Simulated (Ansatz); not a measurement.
Crystal: Bi.

```
Bi
1.0
     2.26750    1.30914    3.93800
    -2.26750    1.30914    3.93800
     0.00000   -2.61828    3.93800
Bi
2
Direct
  0.76600 0.76600 0.76600
  0.23400 0.23400 0.23400
```

Base run:

* Program: Ansatz 0.2.0
* Functional: r2SCAN
* Potentials or basis: Ansatz PAW
* Cutoff: 500 eV (not typed: the program's choice for these potentials)
* k mesh: 7 × 7 × 7
* Occupations: fermi-dirac, width 0.05 eV
* Spin: no spin polarisation

Its results: pressure 1.2 GPa; largest force 0.021 eV/Å.

Q: The run is repeated on the same cell with these changes: spin from no spin polarisation to spin-orbit coupling, no magnetisation; potential files from those of the base run to others of the same set. What comes out?

A: Pressure 2.1 GPa; largest force 0.025 eV/Å.

Caveats: the PAW data sets come from PBE, with cores solved anew for the run's functional, which leaves a small shift of forces and pressure.
